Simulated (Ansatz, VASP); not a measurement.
# MgB2: VASP beside Ansatz

File INCAR:

```
SYSTEM = MgB2
ALGO = Normal ; EDIFF = 1E-6
ENCUT = 520 ; GGA = PS
ISIF = 2 ; ISMEAR = 0
LASPH = .True. ; LCHARG = .True.
LELF = .True. ; LREAL = .False.
LVHAR = .True. ; LWAVE = .False.
NBANDS = 11 ; NELM = 60
PREC = Accurate ; SIGMA = 0.15
```

The input KPOINTS:

```
k-points
0
Gamma
  18 18 14
  0 0 0
```

Contents of POSCAR:

```
MgB2
1.0
    2.8167556995      0.0000000000      0.0000000000
   -1.4083778498      2.4393819920      0.0000000000
    0.0000000000      0.0000000000      3.2240999035
Mg B
1 2
Direct
    0.0000000000      0.0000000000      0.0000000000
    0.3333333333      0.6666666667      0.5000000000
    0.6666666667      0.3333333333      0.5000000000
```

Input for Ansatz:

```yaml
crystal:
  lattice:
    - [2.8167556995, 0.0, 0.0]
    - [-1.4083778498, 2.439381992, 0.0]
    - [0.0, 0.0, 3.2240999035]
  atoms:
    - { symbol: Mg, position: [0.0, 0.0, 0.0] }
    - { symbol: B, position: [0.3333333333, 0.6666666667, 0.5] }
    - { symbol: B, position: [0.6666666667, 0.3333333333, 0.5] }
basis:
  ecutwfc: 420
kpoints:
  mp_grid: { grid: [18, 18, 14] }
hamiltonian:
  xc: pbesol
scf:
  occupations: { method: gaussian, width: 0.15 }
output:
  forces: true
  stress: true
  eigenvalues: true
```

Change from the starting cell: strain -0.080 along x and y, -0.080 along z, atoms carried along.

Alike in both runs: task single point; functional PBEsol; k mesh 18 × 18 × 14; occupations gaussian, width 0.15 eV; no spin polarisation.

```csv
,VASP,Ansatz
version,VASP 6.6.1,Ansatz 0.2.0
potentials or method,"VASP PAW PBE potentials, release 64 (Mg, B)","scalar-relativistic, plane waves, PAW"
plane-wave cutoff (eV),520,420
valence electrons in the cell,8,16
```

```csv
,VASP,Ansatz,Ansatz less VASP
gap on the k mesh at the Fermi level (eV),none,none,-
pressure (GPa),61.8,61.0,-0.71
largest component of the traceless stress (GPa),16.11,15.99,-0.113
```

A gap of «none» marks a metal or a gap that the smearing closes. The two sets of potentials don't hold the same shells in valence.

Caveats: the cell as given lies far from equilibrium; so large a pressure means that the cell lies far from this level's equilibrium, or that cutoff or potentials fall short (VASP); the potentials were made for another functional, which shifts forces and pressure (VASP).
